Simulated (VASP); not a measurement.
Runs of VASP 6.6.1 on Sb2S3 (Stibnite). It takes space group Pnma (No. 62, orthorhombic). The conventional cell has a = 11.311 Å, b = 3.839 Å, c = 11.223 Å, α = 90.00°, β = 90.00°, γ = 90.00°. Around Sb (site symmetry m) lie 3 S at 2.52 to 2.54 Å. Sb (site symmetry m) is surrounded by 3 S at 2.46 to 2.68 Å. S (site symmetry m) is surrounded by 3 Sb at 2.52 to 2.68 Å. S (site symmetry m) has 1 Sb at 2.46 Å as nearest neighbours. S (site symmetry m) has 2 Sb at 2.54 Å as nearest neighbours. 

```tsv
task	level	potentials or basis	cell	cutoff (eV)	gap on the mesh (eV)	pressure (GPa)	relaxed volume (Å³/atom)	largest force (eV/Å)
relaxation of cell and atoms	PBEsol	VASP PAW PBE potentials, release 64 (Sb, S)	relaxed	600	(a)	0.0	23.59	0.01
band structure	LDA	VASP PAW LDA potentials, release 64 (Sb, S)	Pnma, 23.58 Å³/atom	520	1.15	-1.5	-	0.06
relaxation of cell and atoms	LDA	VASP PAW LDA potentials, release 64 (Sb, S)	relaxed	600	1.07	0.0	22.68	-
band structure	r2SCAN	VASP PAW PBE potentials, release 64 (Sb, S)	Pnma, 23.58 Å³/atom	520	(c)	(b)	-	0.24
band structure	PBE	VASP PAW PBE potentials, release 64 (Sb, S)	Pnma, 23.58 Å³/atom	520	1.24	2.9	-	0.09
```

Alike in all rows: no spin polarisation; k mesh 4 × 8 × 4; smearing gaussian 0.03 eV.

Task: Estimate the missing entries.

Result: (a) 1.18; (b) 1.7; (c) 1.43.

Caveats: spin-orbit coupling is left out, which moves the levels of the heavy elements; the PAW data sets were made with another functional, which shifts forces and pressure a little (some runs).

A k mesh can miss the band edges, and the runs leave out spin-orbit coupling on Sb.
